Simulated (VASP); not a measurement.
Crystal: Tb.

```xyz
2
Lattice="3.6010 0.0000 0.0000 -1.8005 3.1186 0.0000 0.0000 0.0000 5.6936" Properties=species:S:1:pos:R:3 pbc="T T T"
Tb    1.8005    1.0395    4.2702
Tb    0.0000    2.0790    1.4234
```

Base run:

```yaml
Program: VASP 6.6.1
Functional: PBE
Potentials_or_basis: VASP PAW PBE potentials, release 64 (Tb)
Cutoff: 600 eV
k_mesh: 7 × 7 × 4
Occupations: fermi-dirac, width 0.05 eV
Spin: collinear spin, ferromagnetic start
Starting_moments: "[6.0, 6.0] μB"
```

Its results: pressure 0.6 GPa; net moment 11.86 μB per cell.

The run is repeated on the same cell with these changes: potentials or basis from VASP PAW PBE potentials, release 64 (Tb) to VASP PAW PBE potentials, release 64 (Tb_3), 4f in core; further incar settings from ALGO = Normal; EDIFF = 1e-07; NBANDS = 30 to ALGO = Normal; EDIFF = 1e-07; NBANDS = 20; valence electrons from 38 to 18. What comes out?

Pressure 0.8 GPa; net moment 0.00 μB per cell.

Caveats: the magnetic or orbital state may not be the lowest.
